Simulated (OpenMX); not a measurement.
SnO:

```
CELL_PARAMETERS angstrom
3.81370 0.00000 0.00000
0.00000 3.81370 0.00000
0.00000 0.00000 4.88691
ATOMIC_POSITIONS crystal
Sn 0.50000 0.00000 0.76463
Sn 0.00000 0.50000 0.23537
O 0.00000 0.00000 0.00000
O 0.50000 0.50000 0.00000
```

The cell is a database's computed one.

Base run:

| Quantity | Value |
| --- | --- |
| Program | OpenMX 3.8.5 |
| Functional | PBE |
| Dispersion | D3 |
| Potentials or basis | OpenMX 2013 PBE set, Sn7.0-s3p2d2, O6.0-s2p2d1, grid cutoff 500 Ry |
| k mesh | 5 × 5 × 5 |
| Occupations | fermi-dirac, width 0.05 eV |
| Spin | no spin polarisation |

Its results: band gap on the k mesh 0.48 eV, indirect (least direct gap 1.92 eV); pressure 6.5 GPa; largest force 1.206 eV/Å.

Problem. The run is repeated on the same cell with these changes: dispersion from D3 to D4. What comes out?

Solution. Band gap on the k mesh 0.48 eV, indirect (least direct gap 1.92 eV); pressure 5.6 GPa; largest force 1.218 eV/Å.

Caveats: spin-orbit coupling is left out, which moves the levels of the heavy elements; an odd mesh through Γ misses points on the zone boundary, where band edges often lie; the basis of atomic orbitals isn't converged, which shifts pressures, moduli and gaps; forces of over 1 eV/Å show positions far from the minimum, so gaps and moduli don't describe the material at rest.
